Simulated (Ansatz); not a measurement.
**Ideal shear of a crystal plane in LiH**

Method: DFT PBEsol, scalar-relativistic, plane waves, PAW in Ansatz 0.2.0. The runs took a 420 eV cutoff, a Γ-centred 6×8×2 mesh and Gaussian smearing (0.05 eV). No spin polarisation. Energies are free energies at this smearing, counted from the undisturbed cell; pressure is positive in compression.

The starting cell (relaxed at this level):

```xyz
16
Lattice="3.9791 0.0000 0.0000 0.0000 1.9896 -1.9896 0.0000 7.9583 7.9583" Properties=species:S:1:pos:R:3 pbc="T T T"
Li    0.0000    1.4922    1.4922
Li    1.9896    3.4818    1.4922
Li    0.0000    3.4818    3.4818
Li    1.9896    5.4713    3.4818
Li    0.0000    5.4713    5.4713
Li    1.9896    7.4609    5.4713
Li    0.0000    7.4609    7.4609
Li    1.9896    1.4922   -0.4974
H     1.9896    1.4922    1.4922
H     0.0000    3.4818    1.4922
H     1.9896    3.4818    3.4818
H     0.0000    5.4713    3.4818
H     1.9896    5.4713    5.4713
H     0.0000    7.4609    5.4713
H     1.9896    7.4609    7.4609
H     0.0000    1.4922   -0.4974
```

The cut lies on the cell's a–b face, a (0 1 1) plane (indices in the standard cell, whose axes needn't be the Cartesian ones shown) of area 11.20 Å², between layers 1.41 Å apart. Vector c is tilted by f times 1·a − 1·b (length 4.873 Å) with the atoms' Cartesian places fixed: one unrelaxed fault a cell. The traction is dγ/du, the slope of γ against the slip u in Å. Some rows repeat others by symmetry and weren't run.

```csv
f,γ (mJ/m²),traction (GPa)
0.0000,0,0.0
0.1000,356,14.5
0.2000,1419,29.3
0.3000,3244,45.3
0.4000,5640,48.4
0.5000,7120,0.0
0.6000,5640,-48.4
0.7000,3244,-45.3
0.8000,1419,-29.3
0.9000,356,-14.5
```

Problem. Read off the first barrier and the stress needed to climb it, and compare with Frenkel's sinusoid.

Solution. The first sampled maximum lies at f = 0.500, a slip of 2.44 Å, with γ ≈ 7120 mJ/m², which stands in for the unstable fault energy γ_us, and the steepest sampled slope before it is 48.4 GPa. A sinusoid γ = γ_us sin²(πu/λ) with its maximum there has λ = 4.87 Å and a largest slope πγ_us/λ = 45.9 GPa (1 mJ/m² per Å = 0.01 GPa).

Problem. Is there a metastable fault on this line?

Solution. Apart from points where γ returns to about zero, no local minimum shows among the samples, so at this sampling the line offers no fault for a dislocation to split on; a fault can still lie off the line.

The cut is rigid; relaxing the faces lowers these energies and usually the stresses.

Cost: 6 runs of about 0.77 core-minutes in all, on Intel Xeon (Ice Lake) (shared hosts).